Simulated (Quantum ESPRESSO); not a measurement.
PbS (Galena):

```
Pb S
1.0
     0.00000    2.96575    2.96575
     2.96575    0.00000    2.96575
     2.96575    2.96575    0.00000
Pb S
1 1
Cartesian
  0.0000 0.0000 0.0000
  2.9657 2.9657 2.9657
```

Base run:

```yaml
Program: Quantum ESPRESSO 7.5
Functional: PBE
Potentials_or_basis: PseudoDojo 0.4 FR PBE standard
Cutoff: 762 eV
Density_cutoff: 3048 eV
k_mesh: 8 × 8 × 8
Occupations: fermi-dirac, width 0.05 eV
Spin: spin-orbit coupling, no magnetisation
```

Its results: pressure 1.9 GPa.

Q: After a change of settings the same cell gave: pressure 1.2 GPa. Which change was it?
A. k mesh from 8 × 8 × 8 to 4 × 4 × 4
B. potentials or basis from PseudoDojo 0.4 FR PBE standard to SSSP 1.3 efficiency PBE; cutoff from 762 eV to 748 eV; density cutoff from 3048 eV to 5987 eV; spin from spin-orbit coupling, no magnetisation to no spin polarisation
C. functional from PBE to PBEsol; potentials or basis from PseudoDojo 0.4 FR PBE standard to PseudoDojo 0.4 FR PBEsol standard

A: A.

Caveats: some runs use coarse meshes.

Not every run made on this cell is shown here.
